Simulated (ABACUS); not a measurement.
Sn: equation of state with PBE

Crystal: Sn.

```
Sn
1.0
    -2.94014    2.94014    1.59930
     2.94014   -2.94014    1.59930
     2.94014    2.94014   -1.59930
Sn
2
Direct
  0.00000 0.00000 0.00000
  0.75000 0.25000 0.50000
```

```json
{
 "Program": "ABACUS 3.10.1",
 "Task": "equation of state",
 "Functional": "PBE",
 "Potentials or basis": "PseudoDojo NC SR 0.4.1 PBE standard",
 "Cutoff": "993 eV",
 "Density cutoff": "3973 eV",
 "Basis": "plane waves",
 "k mesh": "9 × 9 × 9",
 "Occupations": "fermi-dirac, width 0.05 eV",
 "Spin": "no spin polarisation",
 "Radial cutoff of the potentials (pseudo_rcut)": "10 bohr",
 "SCF threshold on the density": "1e-08",
 "Max SCF steps": "100",
 "Eigensolver": "dav",
 "Mixing": "broyden",
 "Mixing share": "0.7",
 "Symmetry key": "1",
 "Bands": "18"
}
```

```json
{
  "Equilibrium volume": "28.45 Å³/atom",
  "Bulk modulus at fixed shape and positions": "48 GPa",
  "Pressure derivative of the bulk modulus": "4.7"
}
```

Energy against volume, from the lowest point:
| volume (Å³/atom) | energy (meV/atom) |
| --- | --- |
| 25.991 | 37.49 |
| 26.544 | 21.52 |
| 27.097 | 10.28 |
| 27.650 | 3.25 |
| 28.203 | 0.00 |
| 28.756 | 0.14 |
| 29.309 | 3.31 |

All runs of the series together: 97 s on 4 threads of Intel(R) Xeon(R) 6975P-C (Granite Rapids), on a shared host.

Caveat: the cell was scaled at fixed shape and fractional positions, which overstates the stiffness of a crystal with free parameters, most of all of layers and chains.
